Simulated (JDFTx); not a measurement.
# PtS2 (P-3m1) in JDFTx: notebook

The runs below take PtS2 through single point, with RPBE, revPBE.

Program: JDFTx 1.7.0 (patched build). These are calculated values, not measurements. Logs are shortened: lines on timing, memory, paths and dates and some standing lists are left out, and cuts for length are marked. The log counts tension as positive stress, the text compression.

## (1) Starting point

It takes space group P-3m1 (No. 164, trigonal). Conventional cell: a = 3.543 Å, b = 3.543 Å, c = 5.039 Å, α = 90.00°, β = 90.00°, γ = 120.00°. Pt (site symmetry -3m) has 6 S at 2.34 Å as nearest neighbours. S (site symmetry 3m) is surrounded by 3 Pt at 2.34 Å.

## (2) Single point, RPBE

The input, PtS2.in:

```
lattice \
    3.5432000000    -1.7716000000     0.0000000000 \
    0.0000000000     3.0685012107     0.0000000000 \
    0.0000000000     0.0000000000     5.0388000000
latt-scale 1.889726124626 1.889726124626 1.889726124626
coords-type Lattice
ion Pt     0.0000000000     0.0000000000     0.0000000000 1
ion S      0.6666666667     0.3333333333     0.7730000000 1
ion S      0.3333333333     0.6666666667     0.2270000000 1

ion-species pseudo/Pt.upf
ion-species pseudo/S.upf
elec-cutoff 42 336
elec-ex-corr gga-x-rpbe gga-c-pbe
kpoint-folding 9 9 5
elec-smearing Fermi 0.0018374661
elec-n-bands 22
electronic-SCF nIterations 100 energyDiffThreshold 1e-09
electronic-minimize nIterations 30 energyDiffThreshold 1e-7
converge-empty-states yes
forces-output-coords Cartesian

dump-name run.$VAR
dump End Ecomponents EigStats BandEigs Kpoints Forces Stress ElecDensity
```

Potentials or basis: PseudoDojo-SR-PBE-0.5-standard with smoothed tails.

Started as:

```console
$ jdftx -c 1 -i PtS2.in -o PtS2.out
```

The program printed:

```text
*************** JDFTx 1.7.0 (patched build) ***************

Input parsed successfully to the following command list (including defaults):
[... the input with its defaults ...]

---------- Setting up symmetries ----------

Found 24 point-group symmetries of the bravais lattice
Found 12 space-group symmetries with basis
Applied RMS atom displacement 3.15637e-10 bohrs to make symmetries exact.

---------- Initializing the Grid ----------
R =
[      6.69568     -3.34784            0  ]
[            0      5.79863            0  ]
[            0            0      9.52195  ]
unit cell volume = 369.697
G =
[   0.938394   0.541782         -0  ]
[          0    1.08356          0  ]
[          0         -0   0.659863  ]
Minimum fftbox size, Smin = [  56  56  80  ]
Chosen fftbox size, S = [  56  56  80  ]

---------- Initializing tighter grid for wavefunction operations ----------
R =
[      6.69568     -3.34784            0  ]
[            0      5.79863            0  ]
[            0            0      9.52195  ]
unit cell volume = 369.697
G =
[   0.938394   0.541782         -0  ]
[          0    1.08356          0  ]
[          0         -0   0.659863  ]
Minimum fftbox size, Smin = [  40  40  56  ]
Chosen fftbox size, S = [  40  40  56  ]

---------- Exchange Correlation functional ----------
Initialized LibXC exchange functional 'Hammer, Hansen, and Norskov'
Initialized LibXC correlation functional 'Perdew, Burke & Ernzerhof'

---------- Setting up pseudopotentials ----------
Width of ionic core gaussian charges (only for fluid interactions / plotting) set to 0

Reading pseudopotential file 'pseudo/Pt.upf':
  'Pt' pseudopotential, 'PBE' functional
  Generated using ONCVPSP code by D. R. Hamann
  18 valence electrons, 4 orbitals, 8 projectors, 1001 radial grid points, with lMax = 3
    5S    l: 0   occupation:  2.0   eigenvalue: -3.741794
    5P    l: 1   occupation:  6.0   eigenvalue: -2.058655
    5D    l: 2   occupation:  9.0   eigenvalue: -0.225689
    6S    l: 0   occupation:  1.0   eigenvalue: -0.207978
  Core radius for overlap checks: 1.88 bohrs.

Reading pseudopotential file 'pseudo/S.upf':
  'S' pseudopotential, 'PBE' functional
  Generated using ONCVPSP code by D. R. Hamann
  6 valence electrons, 2 orbitals, 6 projectors, 1001 radial grid points, with lMax = 2
    3S    l: 0   occupation:  2.0   eigenvalue: -0.634163
    3P    l: 1   occupation:  4.0   eigenvalue: -0.257567
  Core radius for overlap checks: 1.43 bohrs.

Initialized 2 species with 3 total atoms.

Folded 1 k-points by 9x9x5 to 405 k-points.

---------- Setting up k-points, bands, fillings ----------
Reduced to 50 k-points under symmetry.
Computing the number of bands and number of electrons
Calculating initial fillings.
nElectrons:  30.000000   nBands: 22   nStates: 50

----- Setting up reduced wavefunction bases (one per k-point) -----
average nbasis = 4805.484 , ideal nbasis = 4806.330

---------- Setting up ewald sum ----------
Optimum gaussian width for ewald sums = 2.384177 bohr.
Real space sum over 1089 unit cells with max indices [  5  5  4  ]
Reciprocal space sum over 2873 terms with max indices [  6  6  8  ]

---------- Allocating electronic variables ----------
Initializing wave functions:  linear combination of atomic orbitals
Note: number of bands (22) exceeds available atomic orbitals (18)
Pt pseudo-atom occupations:   s ( 2 0 )  p ( 6 )  d ( 10 )
S pseudo-atom occupations:   s ( 2 )  p ( 4 )
	FillingsUpdate:  mu: +0.480715728  nElectrons: 30.000000
LCAOMinimize: Iter:   0  F: -140.7063821131910402  |grad|_K:  1.306e-02  alpha:  1.000e+00
	FillingsUpdate:  mu: +0.548367957  nElectrons: 30.000000
LCAOMinimize: Iter:   1  F: -141.3421551173033208  |grad|_K:  6.278e-03  alpha:  4.439e-01  linmin:  1.748e-01  cgtest: -9.309e-01
LCAOMinimize: 	Bad step direction: g.d > 0.
[... 15 lines of inner loops ...]
LCAOMinimize: Iter:   7  F: -141.5048604686357692  |grad|_K:  4.341e-06  alpha:  4.819e-01  linmin:  4.765e-06  cgtest: -1.594e-04
	FillingsUpdate:  mu: +0.434020286  nElectrons: 30.000000
LCAOMinimize: Iter:   8  F: -141.5048605857737130  |grad|_K:  5.496e-07  alpha:  5.138e-01  linmin:  3.054e-04  cgtest:  3.210e-04
LCAOMinimize: Converged (|Delta F|<1.000000e-06 for 2 iters).

-------- Electronic minimization -----------
Will mix electronic density at each iteration.
	FillingsUpdate:  mu: +0.434020286  nElectrons: 30.000000
	FillingsUpdate:  mu: +0.421384981  nElectrons: 30.000000
SCF: Cycle:  0   F: -141.620045075558636   dF: -1.152e-01   |Residual|: 1.353e-01   |deigs|: 1.400e-01
	FillingsUpdate:  mu: +0.423267763  nElectrons: 30.000000
SCF: Cycle:  1   F: -141.665466807846741   dF: -4.542e-02   |Residual|: 6.910e-02   |deigs|: 1.260e-02
	FillingsUpdate:  mu: +0.423281085  nElectrons: 30.000000
SCF: Cycle:  2   F: -141.671849876964728   dF: -6.383e-03   |Residual|: 2.421e-02   |deigs|: 6.073e-03
	FillingsUpdate:  mu: +0.424436014  nElectrons: 30.000000
SCF: Cycle:  3   F: -141.672965603235781   dF: -1.116e-03   |Residual|: 1.273e-02   |deigs|: 3.585e-03
	FillingsUpdate:  mu: +0.425456603  nElectrons: 30.000000
SCF: Cycle:  4   F: -141.672975461837410   dF: -9.859e-06   |Residual|: 3.520e-03   |deigs|: 1.120e-03
	FillingsUpdate:  mu: +0.425581912  nElectrons: 30.000000
SCF: Cycle:  5   F: -141.673006176479390   dF: -3.071e-05   |Residual|: 1.299e-03   |deigs|: 2.476e-04
	FillingsUpdate:  mu: +0.425825503  nElectrons: 30.000000
SCF: Cycle:  6   F: -141.673009555709569   dF: -3.379e-06   |Residual|: 5.273e-04   |deigs|: 2.608e-04
	FillingsUpdate:  mu: +0.425859760  nElectrons: 30.000000
SCF: Cycle:  7   F: -141.673010127447270   dF: -5.717e-07   |Residual|: 1.616e-04   |deigs|: 6.047e-05
	FillingsUpdate:  mu: +0.425874084  nElectrons: 30.000000
SCF: Cycle:  8   F: -141.673010308752453   dF: -1.813e-07   |Residual|: 4.409e-05   |deigs|: 3.323e-05
	FillingsUpdate:  mu: +0.425875820  nElectrons: 30.000000
SCF: Cycle:  9   F: -141.673010376776517   dF: -6.802e-08   |Residual|: 3.412e-05   |deigs|: 2.304e-05
	FillingsUpdate:  mu: +0.425873513  nElectrons: 30.000000
SCF: Cycle: 10   F: -141.673010404178456   dF: -2.740e-08   |Residual|: 3.055e-05   |deigs|: 2.196e-05
	FillingsUpdate:  mu: +0.425873987  nElectrons: 30.000000
SCF: Cycle: 11   F: -141.673010416324786   dF: -1.215e-08   |Residual|: 1.036e-05   |deigs|: 2.511e-05
	FillingsUpdate:  mu: +0.425874731  nElectrons: 30.000000
SCF: Cycle: 12   F: -141.673010421326040   dF: -5.001e-09   |Residual|: 4.198e-06   |deigs|: 1.215e-05
	FillingsUpdate:  mu: +0.425874426  nElectrons: 30.000000
SCF: Cycle: 13   F: -141.673010423481429   dF: -2.155e-09   |Residual|: 2.350e-06   |deigs|: 1.192e-05
	FillingsUpdate:  mu: +0.425874356  nElectrons: 30.000000
SCF: Cycle: 14   F: -141.673010424401951   dF: -9.205e-10   |Residual|: 1.706e-06   |deigs|: 1.470e-05
	FillingsUpdate:  mu: +0.425874311  nElectrons: 30.000000
SCF: Cycle: 15   F: -141.673010424807302   dF: -4.054e-10   |Residual|: 6.457e-07   |deigs|: 8.895e-06
SCF: Converged (|Delta E|<1.000000e-09 for 2 iters).

Setting wave functions to eigenvectors of Hamiltonian
Converging empty states (this may take a while): |deigs|: 2.302e-04

# Stress tensor in Cartesian coordinates [Eh/a0^3]:
[ -0.000485205            0            0  ]
[            0 -0.000485205            0  ]
[            0            0 -0.000433579  ]

# Ionic positions in lattice coordinates:
ion Pt   0.000000000000000   0.000000000000000   0.000000000000000 1
ion S   0.666666666666667   0.333333333333333   0.773000000000000 1
ion S   0.333333333333333   0.666666666666667   0.227000000000000 1

# Forces in Cartesian coordinates:
force Pt   0.000000000000000   0.000000000000000   0.000000000000000 1
force S   0.000000000000000   0.000000000000000  -0.024747386297369 1
force S   0.000000000000000   0.000000000000000   0.024747386297368 1

# Energy components:
   Eewald =      -89.3083635256311084
       EH =       44.7526346592684234
     Eloc =     -134.1211090154077965
      Enl =       11.0382759995707165
      Exc =      -30.1551615083635518
 Exc_core =       10.9993985256778171
       KE =       45.1213145340202004
-------------------------------------
     Etot =     -141.6730103308653383
       TS =        0.0000000939419551
-------------------------------------
        F =     -141.6730104248073019

IonicMinimize: Iter:   0  F: -141.673010424807302  |grad|_K:  1.167e-02
IonicMinimize: None of the convergence criteria satisfied after 0 iterations.

#--- Lowdin population analysis ---
# oxidation-state Pt +0.684
# oxidation-state S -0.222 -0.222

Dumping 'run.eigStats' ...
	eMin: -3.255320 at state 2 ( [ +0.000000 +0.000000 +0.400000 ] spin 0 )
	HOMO: +0.407165 at state 9 ( [ +0.000000 +0.222222 +0.200000 ] spin 0 )
	mu  : +0.425874
	LUMO: +0.446678 at state 28 ( [ +0.111111 +0.222222 +0.400000 ] spin 0 )
	eMax: +0.849724 at state 0 ( [ +0.000000 +0.000000 +0.000000 ] spin 0 )
	HOMO-LUMO gap: +0.039513
	Optical gap  : +0.041186 at state 9 ( [ +0.000000 +0.222222 +0.200000 ] spin 0 )
Done!
[note: mu as printed may lie anywhere between the filled and the empty levels]
```

Run time: 5 min. Hardware: 1 thread of Intel Xeon Platinum 8259CL at 2.50GHz (Skylake/Cascade Lake), shared host; peak memory 0.4 GiB.

Results:

```yaml
Free_energy: -3855.1190 eV
Pressure: 13.8 GPa
Largest_force: 1.273 eV/Å
Band_gap_on_the_k_mesh: 1.08 eV, indirect (least direct gap 1.12 eV)
Loewdin_charges: Pt +0.68; S -0.22 e
```

Forces on the atoms (eV/Å):
```
Pt   0.000  0.000  0.000
S    0.000  0.000 -1.273
S    0.000  0.000  1.273
```

Stress tensor (GPa, compression positive):
```
14.28  0.00  0.00
 0.00 14.28  0.00
 0.00  0.00 12.76
```

Caveat: the atomic charges don't sum to the cell's charge; the potentials were made for another functional, which shifts forces and pressure; spin-orbit coupling is left out, which moves the levels of the heavy elements; an odd mesh through Γ misses points on the zone boundary, where band edges often lie.

## (3) Single point, revPBE

Changes to PtS2.in since step 2:

```diff
@@ -1,6 +1,5 @@
 lattice \
-    3.5432000000    -1.7716000000     0.0000000000 \
-    0.0000000000     3.0685012107     0.0000000000 \
-    0.0000000000     0.0000000000     5.0388000000
-latt-scale 1.889726124626 1.889726124626 1.889726124626
+    6.6956776048    -3.3478388024     0.0000000000 \
+    0.0000000000     5.7986269013     0.0000000000 \
+    0.0000000000     0.0000000000     9.5219519968
 coords-type Lattice
@@ -13,3 +12,3 @@
 elec-cutoff 42 336
-elec-ex-corr gga-x-rpbe gga-c-pbe
+elec-ex-corr gga-x-pbe-r gga-c-pbe
 kpoint-folding 9 9 5
```

Potentials or basis: PseudoDojo-SR-PBE-0.5-standard with smoothed tails.

Started as:

```console
$ jdftx -c 1 -i PtS2.in -o PtS2.out
```

Run time: 4.9 min. Hardware: 1 thread of Intel Xeon Platinum 8259CL at 2.50GHz (Skylake/Cascade Lake), shared host; peak memory 0.4 GiB.

It converged, with:

- Free energy: -3854.8472 eV
- Pressure: 13.1 GPa
- Largest force: 1.262 eV/Å
- Band gap on the k mesh: 1.06 eV, indirect (least direct gap 1.10 eV)
- Loewdin charges: Pt +0.68; S -0.22 e

Forces in eV/Å, atoms in the order of the input:
```
Pt   0.000  0.000  0.000
S    0.000  0.000 -1.262
S    0.000  0.000  1.262
```

Stress tensor (GPa, compression positive):
```
13.63  0.00  0.00
 0.00 13.63  0.00
 0.00  0.00 12.09
```

Levels at points of the mesh, in eV from the valence-band top:
| k point | band 13 | band 14 | band 15 | band 16 | band 17 | band 18 |
| --- | --- | --- | --- | --- | --- | --- |
| (0.00, 0.00, 0.00) | -1.15 | -1.15 | -0.12 | 2.47 | 2.47 | 4.85 |

Caveat: the atomic charges don't sum to the cell's charge; the empty levels aren't tightly converged; the potentials were made for another functional, which shifts forces and pressure; spin-orbit coupling is left out, which moves the levels of the heavy elements; an odd mesh through Γ misses points on the zone boundary, where band edges often lie.

## (4) The reference run

An earlier run on the cell as given: functional PBE; potentials or basis PseudoDojo-SR-PBE-0.5-standard; cutoff 1143 eV; density cutoff 9143 eV; k mesh 9 × 9 × 5; occupations fermi-dirac, width 0.05 eV; no spin polarisation.

* Pressure: 11.4 GPa
* Largest force: 1.244 eV/Å
* Band gap on the k mesh: 1.01 eV, indirect (least direct gap 1.06 eV)
* Loewdin charges: Pt +0.67; S -0.22 e

## (5) The runs side by side

```csv
level,potentials or basis,local potential set to -Z/r beyond,gap on the mesh (eV),pressure (GPa),largest force (eV/Å)
RPBE,PseudoDojo-SR-PBE-0.5-standard with smoothed tails,6 bohr,1.08,13.8,1.27
revPBE,PseudoDojo-SR-PBE-0.5-standard with smoothed tails,6 bohr,1.06,13.1,1.26
PBE,PseudoDojo-SR-PBE-0.5-standard,-,1.01,11.4,1.24
```

Alike in all rows: task single point; no spin polarisation; cell as given; k mesh 9 × 9 × 5; cutoff (eV) 1143; smearing fermi-dirac 0.05 eV.

Caveats: spin-orbit coupling is left out, which moves the levels of the heavy elements; an odd mesh through Γ misses points on the zone boundary, where band edges often lie; the potentials were made for another functional, which shifts forces and pressure (some runs); the empty levels aren't tightly converged (some runs); forces of over 1 eV/Å show positions far from the minimum, so gaps and moduli don't describe the material at rest (some runs).

Absolute energies hang on the potentials; compare differences alone.
